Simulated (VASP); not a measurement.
# PtSe2 (P-3m1) in VASP: further runs

One crystal, PtSe2, is run at these levels: LDA; tasks: relaxation of cell and atoms.

Everything below comes from runs of VASP 6.6.1. Logs are shortened: lines on timing, memory, paths and dates and some standing lists are left out, and cuts for length are marked.

## Step 1: Starting point

Symmetry: P-3m1, No. 164, trigonal system. The conventional cell has a = 3.724 Å, b = 3.724 Å, c = 5.062 Å, α = 90.00°, β = 90.00°, γ = 120.00°. Around Pt (site symmetry -3m) lie 6 Se at 2.49 Å. Around Se (site symmetry 3m) lie 3 Pt at 2.49 Å.

## Step 2: Relaxation of cell and atoms, LDA

File INCAR:

```
SYSTEM = PtSe2
  PREC = Accurate
  ENCUT = 520
  EDIFF = 1E-7
  ISMEAR = 0
  SIGMA = 0.02
  LREAL = .False.
  LASPH = .True.
  NELM = 60
  ALGO = Normal
  ISIF = 3
  LWAVE = .False.
  LCHARG = .False.
  IBRION = 2
  NSW = 80
  EDIFFG = -0.002
  KPAR = 4
```

File KPOINTS:

```
regular mesh
0
Gamma
  9 9 6
  0 0 0
```

File POSCAR:

```
PtSe2
1.0
    3.7240000000      0.0000000000      0.0000000000
   -1.8620000000      3.2250786000      0.0000000000
    0.0000000000      0.0000000000      5.0620000000
Pt Se
1 2
Direct
    0.0000000000      0.0000000000      0.0000000000
    0.3333333300      0.6666666700      0.2500000000
    0.6666666700      0.3333333300      0.7500000000
```

Potentials or basis: VASP PAW LDA potentials, release 64 (Pt, Se).

Run with:

```console
$ cat potpaw_LDA.64/Pt/POTCAR potpaw_LDA.64/Se/POTCAR > POTCAR
$ mpirun -np 4 vasp_std > vasp.out
```

OUTCAR:

```text
SYSTEM = PtSe2
   PREC = Accurate
   ENCUT = 520
   EDIFF = 1E-7
   ISMEAR = 0
   LREAL = .False.
   LASPH = .True.
   NELM = 60
   ISIF = 3
   IBRION = 2
   NSW = 80
   EDIFFG = -0.002

 ion  position               nearest neighbor table
   1  0.000  0.000  0.000-   2 2.49   3 2.49   2 2.49   3 2.49   3 2.49   2 2.49
   2  0.333  0.667  0.250-   1 2.49   1 2.49   1 2.49
   3  0.667  0.333  0.750-   1 2.49   1 2.49   1 2.49

  LATTYP: Found a hexagonal cell.
 ALAT       =     3.7240000000
 C/A-ratio  =     1.3592910849

  Lattice vectors:

 A1 = (   3.7240000000,   0.0000000000,   0.0000000000)
 A2 = (  -1.8620000000,   3.2250786000,   0.0000000000)
 A3 = (   0.0000000000,   0.0000000000,   5.0620000000)

Analysis of symmetry for initial positions (statically):
=====================================================================
 Subroutine PRICEL returns:
 Original cell was already a primitive cell.

 Routine SETGRP: Setting up the symmetry group for a
 hexagonal supercell.

 Subroutine GETGRP returns: Found 12 space group operations
 (whereof 12 operations were pure point group operations)
 out of a pool of 24 trial point group operations.

The static configuration has the point symmetry D_3d.

Analysis of symmetry for dynamics (positions and initial velocities):
=====================================================================
 Subroutine PRICEL returns:
 Original cell was already a primitive cell.

 Routine SETGRP: Setting up the symmetry group for a
 hexagonal supercell.

 Subroutine GETGRP returns: Found 12 space group operations
 (whereof 12 operations were pure point group operations)
 out of a pool of 24 trial point group operations.

The dynamic configuration has the point symmetry D_3d.

 Subroutine INISYM returns: Found 12 space group operations
 (whereof 12 operations are pure point group operations),
 and found     1 'primitive' translations

----------------------------------------------------------------------------------------

                                     Primitive cell

  volume of cell :      60.7956

  direct lattice vectors                    reciprocal lattice vectors
     3.724000000  0.000000000  0.000000000     0.268528464  0.155034981  0.000000000
    -1.862000000  3.225078600  0.000000000     0.000000000  0.310069962  0.000000000
     0.000000000  0.000000000  5.062000000     0.000000000  0.000000000  0.197550375

  length of vectors
     3.724000000  3.723999997  5.062000000     0.310069962  0.310069962  0.197550375

  position of ions in fractional coordinates (direct lattice)
     0.000000000  0.000000000  0.000000000
     0.333333330  0.666666670  0.250000000
     0.666666670  0.333333330  0.750000000

  ion indices of the primitive-cell ions
   primitive index   ion index
                 1           1
                 2           2
                 3           3

----------------------------------------------------------------------------------------

 KPOINTS: regular mesh

Automatic generation of k-mesh.
 Grid dimensions read from file:
 generate k-points for:    9    9    6

 Generating k-lattice:

  Cartesian coordinates                     Fractional coordinates (reciprocal lattice)
     0.029836496  0.017226109  0.000000000     0.111111111  0.000000000  0.000000000
     0.000000000  0.034452218  0.000000000     0.000000000  0.111111111  0.000000000
     0.000000000  0.000000000  0.032925063     0.000000000  0.000000000  0.166666667

  Length of vectors
     0.034452218  0.034452218  0.032925063

  Shift w.r.t. Gamma in fractional coordinates (k-lattice)
     0.000000000  0.000000000  0.000000000

 Subroutine IBZKPT returns following result:
 ===========================================

 Found     62 irreducible k-points:

 Following reciprocal coordinates:
            Coordinates               Weight
  0.000000  0.000000  0.000000      1.000000
  0.111111  0.000000  0.000000      6.000000
  0.222222  0.000000  0.000000      6.000000
  0.333333 -0.000000  0.000000      6.000000
  0.444444  0.000000  0.000000      6.000000
  0.111111  0.111111  0.000000      6.000000
[... 16 lines left out ...]
  0.222222  0.111111  0.166667     12.000000
 -0.111111  0.333333  0.166667     12.000000
 [... further k-points ...]
   k-points           NKPTS =     62   k-points in BZ     NKDIM =     62   number of bands    NBANDS=     15
   number of dos      NEDOS =    301   number of ions     NIONS =      3
   total plane-waves  NPLWV =  31360
   dimension x,y,z NGX =    28 NGY =   28 NGZ =   40
   dimension x,y,z NGXF=    56 NGYF=   56 NGZF=   80
   ions per type =               1   2
   NGX,Y,Z   is equivalent  to a cutoff of  12.50, 12.50, 13.14 a.u.
   NGXF,Y,Z  is equivalent  to a cutoff of  25.00, 25.00, 26.27 a.u.
 SYSTEM =  PtSe2
   PREC   = accura    normal or accurate (medium, high low for compatibility)
   ISTART =      0    job   : 0-new  1-cont  2-samecut
   ICHARG =      2    charge: 1-file 2-atom 10-const
   ISPIN  =      1    spin polarized calculation?
   LNONCOLLINEAR =      F non collinear calculations
   LSORBIT =      F    spin-orbit coupling
   LASPH  =      T    aspherical Exc in radial PAW
   ENCUT  =  520.0 eV  38.22 Ry    6.18 a.u.   6.92  6.92  9.41*2*pi/ulx,y,z
   NELM   =     60;   NELMIN=  2; NELMDL= -5     # of ELM steps
   EDIFF  = 0.1E-06   stopping-criterion for ELM
   LREAL  =      F    real-space projection
   EDIFFG = -.2E-02   stopping-criterion for IOM
   NSW    =     80    number of steps for IOM
   IBRION =      2    ionic relax: 0-MD 1-quasi-New 2-CG
   NFREE  =      1    steps in history (QN), initial steepest desc. (CG)
   ISIF   =      3    stress and relaxation
   ISYM   =      2    0-nonsym 1-usesym 2-fastsym
   POTIM  = 0.5000    time-step for ionic-motion
   TEBEG  =    0.0;   TEEND  =   0.0 temperature during run
   PSTRESS=    0.0 pullay stress
   NELECT =      22.0000    total number of electrons
   NUPDOWN=      -1.0000    fix difference up-down
   EMIN   =  10.00;   EMAX   =-10.00  energy-range for DOS
   EFERMI =   0.00;   METHOD = LEGACY
   ISMEAR =     0;   SIGMA  =   0.02  broadening in eV -4-tet -1-fermi 0-gaus
   EFERMI_NEDOS =   21; number of points for ismear=-14 and -15
   IALGO  =     38    algorithm
   IMIX   =      4    mixing-type and parameters
     AMIX     =   0.40;   BMIX     =  1.00
     AMIX_MAG =   1.60;   BMIX_MAG =  1.00
  volume/ion in A,a.u.               =      20.27       136.76
  Fermi-wavevector in a.u.,A,eV,Ry     =   1.166608  2.204570 18.517184  1.360975
  Thomas-Fermi vector in A             =   2.303119
   LORBIT       =      0    0 simple, 1 ext, 2 COOP (PROOUT), +10 PAW based schemes
   GGA     = CA    functional components
   LHFCALC =     F    Hartree Fock is set to
   AEXX    =    0.0000 exact exchange contribution
   IVDW    =     0    specifies the selected vdW correction
   LEPSILON=     F    determine dielectric tensor
   LRPA    =     F    only Hartree local field effects (RPA)
 conjugate gradient relaxation of ions
 non-spin polarized calculation
 Gauss-broadening in eV      SIGMA  =   0.02
  energy-cutoff  :      520.00
  volume of cell :       60.80
 maximum number of plane-waves:      1650
   NGX = 13   NGY = 13   NGZ = 19

--------------------------------------- Ionic step        1  -------------------------------------------

 number of electron      21.9999998 magnetization

 Free energy of the ion-electron system (eV)
  ---------------------------------------------------
  ext. energy  EPLUGINS =         0.00000000
  ---------------------------------------------------
  free energy    TOTEN  =       -17.05830079 eV

  energy without entropy =      -17.05808495  energy(sigma->0) =      -17.05819287

------------------------ aborting loop because EDIFF is reached ----------------------------------------

  FORCE on cell =-STRESS in cart. coord.  units (eV):
  Direction    XX          YY          ZZ          XY          YZ          ZX
  --------------------------------------------------------------------------------------
  -------------------------------------------------------------------------------------
  Total        0.1319886      0.1319886     -0.3409904      0.0000000     -0.0000000      0.0000000
  in kB        3.4783625      3.4783625     -8.9862941      0.0000000     -0.0000000      0.0000000
  external PRESSURE =      -0.6765230 kB  Pullay stress =       0.0000000 kB
[... 92 lines left out ...]
  FREE ENERGIE OF THE ION-ELECTRON SYSTEM (eV)
  ---------------------------------------------------
  free  energy   TOTEN  =       -17.0700047267 eV

  energy  without entropy=      -17.0698223975  energy(sigma->0) =      -17.06991356

[... ionic steps 4 to 16 ...]

--------------------------------------- Ionic step       17  -------------------------------------------

 number of electron      21.9999999 magnetization

------------------------ aborting loop because EDIFF is reached ----------------------------------------
[... 69 lines left out ...]
--------------------------------------- Ionic step       19  -------------------------------------------

 number of electron      21.9999999 magnetization

 Free energy of the ion-electron system (eV)
  ---------------------------------------------------
  ext. energy  EPLUGINS =         0.00000000
  ---------------------------------------------------
  free energy    TOTEN  =       -17.09108611 eV

  energy without entropy =      -17.09080955  energy(sigma->0) =      -17.09094783

 E-fermi :   7.0683     XC(G=0): -11.2004

 val. band max:        7.0294986503   @ k =   0.3333   0.3333   0.0000
 cond. band min:       7.0712591668   @ k =  -0.1111   0.4444   0.1667
 fundamental gap:      0.0417605166
 Fermi energy:         7.0682900045

 k-point     1 :       0.0000    0.0000    0.0000
  band No.  band energies     occupation
      1      -8.8404      2.00000
      2      -5.5509      2.00000
      3      -0.2631      2.00000
      4       0.6057      2.00000
      5       0.6057      2.00000
      6       3.1479      2.00000
      7       3.1479      2.00000
      8       4.5694      2.00000
      9       6.0436      2.00000
     10       6.0436      2.00000
     11       7.9169      0.00000
     12       8.1600      0.00000
     13       8.1600      0.00000
     14      10.2313      0.00000
[... 401 lines left out ...]
      2      -6.1522      2.00000
      3       0.2650      2.00000
      4       0.9355      2.00000
      5       1.2776      2.00000
      6       1.9843      2.00000
      7       2.7432      2.00000
      8       3.6282      2.00000
      9       4.6594      2.00000
     10       5.1081      2.00000
     11       6.6181      2.00000
     12       7.4107      0.00000
     13       8.4849      0.00000
     14      11.7277      0.00000
     15      13.2455      0.00000

 [... further k-points ...]

------------------------ aborting loop because EDIFF is reached ----------------------------------------

  FORCE on cell =-STRESS in cart. coord.  units (eV):
  Direction    XX          YY          ZZ          XY          YZ          ZX
  --------------------------------------------------------------------------------------
  -------------------------------------------------------------------------------------
  Total       -0.0040005     -0.0040005      0.0024636     -0.0000000      0.0000000      0.0000000
  in kB       -0.1108444     -0.1108444      0.0682599     -0.0000000      0.0000000      0.0000000
  external PRESSURE =      -0.0511430 kB  Pullay stress =       0.0000000 kB
[... 18 lines left out ...]
  FREE ENERGIE OF THE ION-ELECTRON SYSTEM (eV)
  ---------------------------------------------------
  free  energy   TOTEN  =       -17.0910861107 eV

  energy  without entropy=      -17.0908095473  energy(sigma->0) =      -17.09094783

 reached required accuracy - stopping structural energy minimisation
```

Run time: 98 s. Hardware: 4 MPI ranks of Intel Xeon Platinum 8488C (Sapphire Rapids), shared host; peak memory 0.19 GiB.

Results:

| Quantity | Value |
| --- | --- |
| Free energy | -17.0911 eV |
| Relaxed volume | 19.27 Å³/atom |
| Relaxed cell | a = 3.743 Å, b = 3.743 Å, c = 4.765 Å, α = 90.00°, β = 90.00°, γ = 120.00° |
| Space group after relaxing (to 0.05 Å) | P-3m1 (No. 164) |
| Energy gained by relaxing | 10.9 meV/atom |
| Ionic steps | 19 |
| Pressure after relaxing | 0.0 GPa |
| Band gap on the k mesh | none (metal or under the smearing width) |

Step by step:
```csv
step,energy change (eV),largest force (eV/Å),pressure (GPa),volume (Å³)
1,0.0000,0.2260,-0.07,60.80
2,-0.0062,0.1251,-0.85,60.72
3,-0.0117,0.0812,-2.41,60.55
4,-0.0133,0.0811,-2.34,60.43
5,-0.0177,0.0812,-2.12,60.06
6,-0.0250,0.0837,-1.65,59.34
7,-0.0319,0.1066,-0.52,57.90
8,-0.0323,0.0685,-0.28,57.88
9,-0.0325,0.0186,0.03,57.86
10,-0.0326,0.0157,0.02,57.87
11,-0.0327,0.0073,-0.04,57.89
12,-0.0327,0.0096,-0.16,57.94
13,-0.0328,0.0002,-0.09,57.91
14,-0.0328,0.0106,0.02,57.87
15,-0.0328,0.0094,0.01,57.87
16,-0.0328,0.0081,0.01,57.87
17,-0.0328,0.0047,0.00,57.84
18,-0.0328,0.0021,-0.01,57.80
19,-0.0328,0.0018,-0.01,57.82
```

Final structure:
```cif
data_structure
_symmetry_space_group_name_H-M 'P 1'
_symmetry_Int_Tables_number 1
_cell_length_a 3.7434
_cell_length_b 3.7434
_cell_length_c 4.7647
_cell_angle_alpha 90.000
_cell_angle_beta 90.000
_cell_angle_gamma 120.000
_cell_volume 57.82
loop_
_atom_site_label
_atom_site_type_symbol
_atom_site_fract_x
_atom_site_fract_y
_atom_site_fract_z
_atom_site_occupancy
Pt1 Pt 0.00000 0.00000 0.00000 1
Se1 Se 0.33333 0.66667 0.26526 1
Se2 Se 0.66667 0.33333 0.73474 1
```

Spin-orbit coupling is left out, which matters for the levels of Pt. Zero-point motion and thermal expansion aren't in these numbers.

## Step 3: Relaxation of cell and atoms, LDA

This run uses another cell than the first one, of 19.27 Å³/atom, 0.951 times its volume.

INCAR is that of step 2.

KPOINTS is that of step 2.

File POSCAR:

```
PtSe2                                   
1.0
    3.7434424396      0.0000000000      0.0000000000
   -1.8717212198      3.2419162465      0.0000000000
    0.0000000000     -0.0000000000      4.7646962858
  Pt              Se            
     1     2
Direct
     0.0000000000000000    0.0000000000000000    0.0000000000000000
     0.3333333300000021    0.6666666699999979    0.2652628048755496
     0.6666666699999979    0.3333333300000021    0.7347371951244505
```

Potentials or basis: VASP PAW LDA potentials, release 64 (Pt, Se).

Run with:

```console
$ cat potpaw_LDA.64/Pt/POTCAR potpaw_LDA.64/Se/POTCAR > POTCAR
$ mpirun -np 4 vasp_std > vasp.out
```

Run time: 8 s. Hardware: 4 MPI ranks of Intel Xeon Platinum 8488C (Sapphire Rapids), shared host; peak memory 0.18 GiB.

The run converged. Its results:

| Property | Result |
| --- | --- |
| Free energy | -17.0904 eV |
| Pressure after relaxing | 0.0 GPa |
| Band gap on the k mesh | none (metal or under the smearing width) |

Final structure:
```
Pt Se
1.0
     3.74344    0.00000    0.00000
    -1.87172    3.24192    0.00000
     0.00000    0.00000    4.76470
Pt Se
1 2
Direct
  0.00000 0.00000 0.00000
  0.33333 0.66667 0.26526
  0.66667 0.33333 0.73474
```

Levels at points of the mesh, in eV from the Fermi level:
```tsv
k point	band 9	band 10	band 11	band 12	band 13	band 14
(0.00, 0.00, 0.00)	-1.02	-1.02	0.85	1.09	1.09	3.16
(0.00, 0.00, 0.50)	-1.76	-1.76	-1.67	2.42	2.42	4.94
```

Caveat: the relaxation stopped at its first step, so nothing moved.
